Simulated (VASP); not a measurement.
# RbBr (Fm-3m) in VASP: a series of runs, part 2 of 2

VASP 6.6.1.

## 4. Single point, r2SCAN

Contents of INCAR:

```
SYSTEM = RbBr
PREC = Accurate
ENCUT = 400
EDIFF = 0.001
ISMEAR = 0
SIGMA = 0.05
LREAL = .FALSE.
LASPH = .TRUE.
NELM = 100
ALGO = Normal
ISIF = 2
LWAVE = .FALSE.
LCHARG = .FALSE.
METAGGA = R2SCAN
LMIXTAU = .TRUE.
ADDGRID = .FALSE.
```

Contents of KPOINTS:

```
Automatic mesh
0
G
  5 5 5
  0 0 0
```

Contents of POSCAR:

```
RbBr
1.0
    0.0000000000      3.4270000000      3.4270000000
    3.4270000000      0.0000000000      3.4270000000
    3.4270000000      3.4270000000      0.0000000000
Rb Br
1 1
Direct
    0.0000000000      0.0000000000      0.0000000000
    0.5000000000      0.5000000000      0.5000000000
```

Potentials or basis: VASP PAW PBE potentials, release 64 (Rb_sv, Br).

The run is started by

```console
$ cat potpaw_PBE.64/Rb_sv/POTCAR potpaw_PBE.64/Br/POTCAR > POTCAR
$ mpirun -np 1 vasp_std > vasp.out
```

OUTCAR:

```text
SYSTEM = RbBr
   PREC = Accurate
   ENCUT = 400
   EDIFF = 0.001
   ISMEAR = 0
   LREAL = .FALSE.
   LASPH = .TRUE.
   NELM = 100
   ISIF = 2
   METAGGA = R2SCAN

 Found     10 irreducible k-points:

 Following reciprocal coordinates:
            Coordinates               Weight
  0.000000  0.000000  0.000000      1.000000
  0.200000  0.000000  0.000000      8.000000
  0.400000  0.000000  0.000000      8.000000
  0.200000  0.200000  0.000000      6.000000
  0.400000  0.200000  0.000000     24.000000
 -0.400000  0.200000  0.000000     24.000000
   k-points           NKPTS =     10   k-points in BZ     NKDIM =     10   number of bands    NBANDS=     12
   number of dos      NEDOS =    301   number of ions     NIONS =      2
   total plane-waves  NPLWV =  32768
   dimension x,y,z NGX =    32 NGY =   32 NGZ =   32
   dimension x,y,z NGXF=    64 NGYF=   64 NGZF=   64
   ions per type =               1   1
   NGX,Y,Z   is equivalent  to a cutoff of  10.98, 10.98, 10.98 a.u.
   NGXF,Y,Z  is equivalent  to a cutoff of  21.95, 21.95, 21.95 a.u.
 SYSTEM =  RbBr
   PREC   = accura    normal or accurate (medium, high low for compatibility)
   ISTART =      0    job   : 0-new  1-cont  2-samecut
   ICHARG =      2    charge: 1-file 2-atom 10-const
   ISPIN  =      1    spin polarized calculation?
   LNONCOLLINEAR =      F non collinear calculations
   LSORBIT =      F    spin-orbit coupling
   LASPH  =      T    aspherical Exc in radial PAW
   ENCUT  =  400.0 eV  29.40 Ry    5.42 a.u.   7.90  7.90  7.90*2*pi/ulx,y,z
   NELM   =    100;   NELMIN=  2; NELMDL= -5     # of ELM steps
   EDIFF  = 0.1E-02   stopping-criterion for ELM
   LREAL  =      F    real-space projection
   EDIFFG = 0.1E-01   stopping-criterion for IOM
   NSW    =      0    number of steps for IOM
   IBRION =     -1    ionic relax: 0-MD 1-quasi-New 2-CG
   NFREE  =      0    steps in history (QN), initial steepest desc. (CG)
   ISIF   =      2    stress and relaxation
   ISYM   =      2    0-nonsym 1-usesym 2-fastsym
   POTIM  = 0.5000    time-step for ionic-motion
   TEBEG  =    0.0;   TEEND  =   0.0 temperature during run
   PSTRESS=    0.0 pullay stress
   NELECT =      16.0000    total number of electrons
   NUPDOWN=      -1.0000    fix difference up-down
   EMIN   =  10.00;   EMAX   =-10.00  energy-range for DOS
   EFERMI =   0.00;   METHOD = LEGACY
   ISMEAR =     0;   SIGMA  =   0.05  broadening in eV -4-tet -1-fermi 0-gaus
   EFERMI_NEDOS =   21; number of points for ismear=-14 and -15
   IALGO  =     38    algorithm
   IMIX   =      4    mixing-type and parameters
     AMIX     =   0.40;   BMIX     =  1.00
     AMIX_MAG =   1.60;   BMIX_MAG =  1.00
  volume/ion in A,a.u.               =      40.25       271.61
  Fermi-wavevector in a.u.,A,eV,Ry     =   0.955412  1.805467 12.419564  0.912812
  Thomas-Fermi vector in A             =   2.084247
   LORBIT       =      0    0 simple, 1 ext, 2 COOP (PROOUT), +10 PAW based schemes
   METAGGA = R2SCAN    functional components
   LHFCALC =     F    Hartree Fock is set to
   AEXX    =    0.0000 exact exchange contribution
   IVDW    =     0    specifies the selected vdW correction
   LEPSILON=     F    determine dielectric tensor
   LRPA    =     F    only Hartree local field effects (RPA)
 non-spin polarized calculation
 Gauss-broadening in eV      SIGMA  =   0.05
  energy-cutoff  :      400.00
  volume of cell :       80.50
 maximum number of plane-waves:      1476
   NGX = 15   NGY = 15   NGZ = 15

 number of electron      15.9999999 magnetization

 Free energy of the ion-electron system (eV)
  ---------------------------------------------------
  ext. energy  EPLUGINS =         0.00000000
  ---------------------------------------------------
  free energy    TOTEN  =       -31.15118861 eV

  energy without entropy =      -31.15118861  energy(sigma->0) =      -31.15118861

 E-fermi :  -1.8313     XC(G=0):  -7.6334

 val. band max:       -2.1582378851   @ k =   0.0000   0.0000   0.0000
 cond. band min:       2.8061529764   @ k =   0.0000   0.0000   0.0000
 fundamental gap:      4.9643908615
 Fermi energy:        -1.8313091729

 k-point     1 :       0.0000    0.0000    0.0000
  band No.  band energies     occupation
      1     -27.3161      2.00000
      2     -14.7720      2.00000
      3     -10.8438      2.00000
      4     -10.8438      2.00000
      5     -10.8437      2.00000
      6      -2.1582      2.00000
      7      -2.1582      2.00000
      8      -2.1582      2.00000
      9       2.8062      0.00000
     10       5.7183      0.00000
     11       5.7183      0.00000
     12       5.7183      0.00000

 k-point     2 :       0.2000    0.0000    0.0000
  band No.  band energies     occupation
      1     -27.3127      2.00000
      2     -14.7866      2.00000
      3     -10.8459      2.00000
      4     -10.8459      2.00000
      5     -10.8251      2.00000
      6      -2.5507      2.00000
      7      -2.2849      2.00000
      8      -2.2849      2.00000
      9       3.6769      0.00000
     10       5.5063      0.00000
     11       6.2070      0.00000
     12       6.2070      0.00000

 k-point     3 :       0.4000    0.0000    0.0000
  band No.  band energies     occupation
      1     -27.3072      2.00000
      2     -14.8100      2.00000
      3     -10.8494      2.00000
      4     -10.8494      2.00000
      5     -10.7952      2.00000
      6      -3.0547      2.00000
      7      -2.4757      2.00000
      8      -2.4757      2.00000
      9       4.9557      0.00000
     10       5.9129      0.00000
     11       7.5150      0.00000
     12       7.5150      0.00000

 k-point     4 :       0.2000    0.2000    0.0000
  band No.  band energies     occupation
      1     -27.3116      2.00000
      2     -14.7785      2.00000
      3     -10.8682      2.00000
      4     -10.8682      2.00000
      5     -10.8206      2.00000
      6      -2.6586      2.00000
      7      -2.2312      2.00000
      8      -2.2312      2.00000
      9       3.8008      0.00000
     10       4.8443      0.00000
     11       6.7349      0.00000
     12       6.7350      0.00000

 k-point     5 :       0.4000    0.2000    0.0000
  band No.  band energies     occupation
      1     -27.3070      2.00000
      2     -14.7779      2.00000
      3     -10.8831      2.00000
      4     -10.8782      2.00000
      5     -10.8500      2.00000
      6      -2.8516      2.00000
      7      -2.4308      2.00000
      8      -2.3632      2.00000
      9       4.7208      0.00000
     10       5.1160      0.00000
     11       7.6823      0.00000
     12       7.8842      0.00000

 k-point     6 :      -0.4000    0.2000    0.0000
  band No.  band energies     occupation
      1     -27.3052      2.00000
      2     -14.7854      2.00000
      3     -10.9186      2.00000
      4     -10.8622      2.00000
      5     -10.8236      2.00000
      6      -2.9484      2.00000
      7      -2.5016      2.00000
      8      -2.4908      2.00000
      9       5.2650      0.00000
     10       5.8984      0.00000
     11       7.4390      0.00000
     12       7.8889      0.00000

 [... further k-points ...]

------------------------ aborting loop because EDIFF is reached ----------------------------------------

  FORCE on cell =-STRESS in cart. coord.  units (eV):
  Direction    XX          YY          ZZ          XY          YZ          ZX
  --------------------------------------------------------------------------------------
  -------------------------------------------------------------------------------------
  Total        0.2723784      0.2723784      0.2723784      0.0000000      0.0000000     -0.0000000
  in kB        5.4213926      5.4213926      5.4213926      0.0000000      0.0000000     -0.0000000
  external PRESSURE =       5.4213926 kB  Pullay stress =       0.0000000 kB

 VOLUME and BASIS-vectors are now :
 -----------------------------------------------------------------------------
  energy-cutoff  :      400.00
  volume of cell :       80.50
      direct lattice vectors                 reciprocal lattice vectors
     0.000000000  3.427000000  3.427000000    -0.145900204  0.145900204  0.145900204
     3.427000000  0.000000000  3.427000000     0.145900204 -0.145900204  0.145900204
     3.427000000  3.427000000  0.000000000     0.145900204  0.145900204 -0.145900204

 POSITION                                       TOTAL-FORCE (eV/Angst)
 -----------------------------------------------------------------------------------
      0.00000      0.00000      0.00000        -0.000000     -0.000000     -0.000000
      3.42700      3.42700      3.42700         0.000000      0.000000      0.000000
 -----------------------------------------------------------------------------------
    total drift:                                0.000000     -0.000000     -0.000000

  FREE ENERGIE OF THE ION-ELECTRON SYSTEM (eV)
  ---------------------------------------------------
  free  energy   TOTEN  =       -31.1511886103 eV

  energy  without entropy=      -31.1511886103  energy(sigma->0) =      -31.15118861
```

OSZICAR:

```text
N       E                     dE             d eps       ncg     rms          rms(c)
DAV:   1     0.581300682229E+02    0.58130E+02   -0.59674E+03   240   0.954E+02
DAV:   2    -0.305775425835E+02   -0.88708E+02   -0.82168E+02   360   0.176E+02
DAV:   3    -0.355704436495E+02   -0.49929E+01   -0.49769E+01   308   0.499E+01
DAV:   4    -0.357227579308E+02   -0.15231E+00   -0.15206E+00   356   0.720E+00
DAV:   5    -0.357245417556E+02   -0.17838E-02   -0.17837E-02   312   0.901E-01    0.233E+00
DAV:   6    -0.315294346358E+02    0.41951E+01   -0.12486E+00   376   0.793E+00    0.193E+00
DAV:   7    -0.306897395744E+02    0.83970E+00   -0.32910E-01   404   0.505E+00    0.744E-01
DAV:   8    -0.314284927874E+02   -0.73875E+00   -0.43657E-01   304   0.549E+00    0.573E-01
DAV:   9    -0.309888895432E+02    0.43960E+00   -0.22990E-01   240   0.580E+00    0.339E-01
DAV:  10    -0.311377197322E+02   -0.14883E+00   -0.83829E-02   240   0.322E+00    0.253E-01
DAV:  11    -0.311306077925E+02    0.71119E-02   -0.36854E-02   248   0.195E+00    0.134E-01
DAV:  12    -0.311369705254E+02   -0.63627E-02   -0.27303E-02   248   0.181E+00    0.825E-02
DAV:  13    -0.311505265015E+02   -0.13556E-01   -0.64519E-03   244   0.984E-01    0.326E-02
DAV:  14    -0.311511886103E+02   -0.66211E-03   -0.83651E-04   208   0.335E-01
   1 F= -.31151189E+02 E0= -.31151189E+02  d E =-.183149E-21
```

stdout:

```text
POSCAR found type information on POSCAR RbBr
 POSCAR found :  2 types and       2 ions
 scaLAPACK will be used
 -----------------------------------------------------------------------------
|                                                                             |
|                                                                             |
|     You enforced a specific xc type in the INCAR file but a different       |
|     I HOPE YOU KNOW WHAT YOU ARE DOING!                                     |
|                                                                             |
 -----------------------------------------------------------------------------

 LDA part: xc-table for (None), standard interpolation
 POSCAR, INCAR and KPOINTS ok, starting setup
 FFT: planning ... GRIDC
 FFT: planning ... GRID_SOFT
 FFT: planning ... GRID
 WAVECAR not read
 entering main loop
```

Run time: 45 s. Hardware: 1 thread of AMD EPYC 7R13 (Zen 3), shared host; peak memory 0.15 GiB.

These settings aren't checked as converged: the numbers below hold their error.

Results:

```yaml
Free_energy: -31.1512 eV
Pressure: 0.5 GPa
Band_gap_on_the_k_mesh: 4.96 eV, direct
```

Caveat: the PAW data sets were made with another functional, which shifts forces and pressure a little.

## 5. Single point, r2SCAN

Edit INCAR of step 4 so:

```diff
@@ -3,3 +3,3 @@
 ENCUT = 400
-EDIFF = 0.001
+EDIFF = 1E-4
 ISMEAR = 0
```

KPOINTS is that of step 4.

POSCAR is that of step 4.

The run is started by

```console
$ cat potpaw_PBE.64/Rb_sv/POTCAR potpaw_PBE.64/Br/POTCAR > POTCAR
$ mpirun -np 1 vasp_std > vasp.out
```

Run time: 46 s. Hardware: 1 thread of AMD EPYC 7R13 (Zen 3), shared host; peak memory 0.15 GiB.

These settings aren't checked as converged: the numbers below hold their error.

Results:

```yaml
Free_energy: -31.1515 eV
Pressure: 0.5 GPa
Band_gap_on_the_k_mesh: 4.97 eV, direct
```

Caveat: the PAW data sets were made with another functional, which shifts forces and pressure a little.

## 6. For comparison

An earlier run on the cell as given: functional PBE; potentials or basis VASP PAW PBE potentials, release 64 (Rb_sv, Br); cutoff 520 eV; k mesh 7 × 7 × 7; occupations fermi-dirac, width 0.05 eV; no spin polarisation.

* Pressure: 1.0 GPa
* Band gap on the k mesh: 4.36 eV, direct
